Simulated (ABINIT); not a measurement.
CdTe: band structure with HCTH407

**The experiment to reproduce.**

A printed reference work, data compilation reports, for a bulk crystal of CdTe at 0 K: band gap 1.607 eV.

The system is CdTe.

```
Te Cd
1.0
     0.00000    3.20500    3.20500
     3.20500    0.00000    3.20500
     3.20500    3.20500    0.00000
Te Cd
1 1
Direct
  0.75000 0.75000 0.75000
  0.00000 0.00000 0.00000
```

```yaml
Program: ABINIT 10.8.3 (patched build)
Task: band structure
Functional: HCTH407
Potentials_or_basis: JTH PAW PBE v2.0
Cutoff: 463 eV
k_mesh: 7 × 7 × 7
Occupations: fermi-dirac, width 0.05 eV
Spin: no spin polarisation
Fine-grid_cutoff: 925.187 eV
Exchange_and_correlation_inside_the_PAW_spheres: full angular mesh (pawxcdev 0, this build's default; the released program takes 1)
```

| Item | Value |
| --- | --- |
| Band gap on the k mesh | 1.17 eV, direct |
| Valence electrons inside the program's atomic spheres | Te 3.27; Cd 10.51 |

Levels at the corners of the path, in eV from the valence-band top:
```tsv
point	band 7	band 8	band 9	band 10	band 11	band 12
Γ	0.00	0.00	0.00	1.17	4.93	4.93
X	-4.29	-1.84	-1.84	2.99	3.07	9.48
W	-4.17	-2.27	-2.14	4.50	5.15	6.04
K	-4.19	-2.49	-1.52	3.27	4.89	7.91
Γ	0.00	0.00	0.00	1.17	4.93	4.93
L	-4.37	-0.77	-0.77	2.16	5.56	5.56
U	-4.19	-2.49	-1.52	3.27	4.89	7.91
W	-4.17	-2.27	-2.14	4.50	5.15	6.04
L	-4.37	-0.77	-0.77	2.16	5.56	5.56
K	-4.19	-2.49	-1.52	3.27	4.89	7.91
```

It took 2.7 min on 1 thread of Arm Neoverse V1, on a shared host, peak memory 0.14 GiB.

Against the measured gap of CdTe, 1.607 eV (0 K; a printed reference work, data compilation), the calculated 1.17 eV is off by -0.44 eV. Spin-orbit coupling on Cd, Te is left out. The value is that of HCTH407, without temperature or zero-point motion.

Caveat: spin-orbit coupling is left out, which moves the levels of the heavy elements.
